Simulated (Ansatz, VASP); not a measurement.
**Pt: VASP beside Ansatz**

```
Pt
1.0
     5.54937    0.00000    0.00000
     2.77469    4.80590    0.00000
     0.00000    0.00000   24.79657
Pt
16
Direct
  0.00000 0.00000 0.36295
  0.50000 0.00000 0.36295
  0.00000 0.50000 0.36295
  0.50000 0.50000 0.36295
  0.16667 0.16667 0.45432
  0.66667 0.16667 0.45432
  0.16667 0.66667 0.45432
  0.66667 0.66667 0.45432
  0.83333 0.33333 0.54745
  0.33333 0.33333 0.54745
  0.83333 0.83333 0.54745
  0.33333 0.83333 0.54745
  0.00000 0.00000 0.64187
  0.50000 0.00000 0.64187
  0.00000 0.50000 0.64187
  0.50000 0.50000 0.64187
```

Alike in both runs: functional PBE; k mesh 9 × 9 × 1; occupations gaussian, width 0.1 eV; no spin polarisation.

Ansatz relaxed the structure, and its values are those at the end. VASP's run is a single point on that final structure, the one shown.

|  | VASP | Ansatz |
| --- | --- | --- |
| version | VASP 6.6.1 | Ansatz 0.2.0 |
| potentials or method | VASP PAW PBE potentials, release 64 (Pt) | scalar-relativistic, plane waves, PAW |
| plane-wave cutoff (eV) | 520 | 420 |
| valence electrons in the cell | 160 | 288 |

VASP gave:

* gap on the k mesh at the Fermi level (eV): none
* rms of the force components (eV/Å): 0.188

Task: Estimate Ansatz's values.

Result: gap on the k mesh at the Fermi level (eV): none; rms of the force components (eV/Å): 0.195.

A gap of «none» marks a metal or a gap that the smearing closes. The two sets of potentials don't hold the same shells in valence. Ansatz warned: «xc_potential_rough_in_thin_density».

The runs have no spin-orbit coupling, so splittings on Pt are missing.
